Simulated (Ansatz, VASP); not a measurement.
# SnGe7: VASP beside Ansatz

```
CELL_PARAMETERS angstrom
5.79193 0.00000 0.00000
0.00000 5.79193 0.00000
0.00000 0.00000 5.79193
ATOMIC_POSITIONS crystal
Sn 0.00000 0.00000 0.00000
Ge 0.00000 0.50000 0.50000
Ge 0.50000 0.00000 0.50000
Ge 0.50000 0.50000 0.00000
Ge 0.25841 0.25841 0.25841
Ge 0.25841 0.74159 0.74159
Ge 0.74159 0.25841 0.74159
Ge 0.74159 0.74159 0.25841
```

Alike in both runs: functional PBEsol; k mesh 6 × 6 × 6; occupations gaussian, width 0.01 eV; no spin polarisation.

Ansatz relaxed the structure, and its values are those at the end. VASP's run is a single point on that final structure, the one shown.

|  | VASP | Ansatz |
| --- | --- | --- |
| version | VASP 6.6.1 | Ansatz 0.2.0 |
| potentials or method | VASP PAW PBE potentials, release 64 (Sn_d, Ge_d) | scalar-relativistic, plane waves, PAW |
| plane-wave cutoff (eV) | 520 | 420 |
| valence electrons in the cell | 112 | 112 |

VASP gave:

```
gap on the k mesh at the Fermi level (eV) : none
pressure (GPa)                            : -0.1
rms of the force components (eV/Å)        : 0.004
```

Problem. Which values does Ansatz return?

Solution. gap on the k mesh at the Fermi level (eV): none; pressure (GPa): 0.0; rms of the force components (eV/Å): 0.003.

A gap of «none» marks a metal or a gap that the smearing closes.

Caveats: the PAW data sets were made with another functional, which shifts forces and pressure a little (VASP).
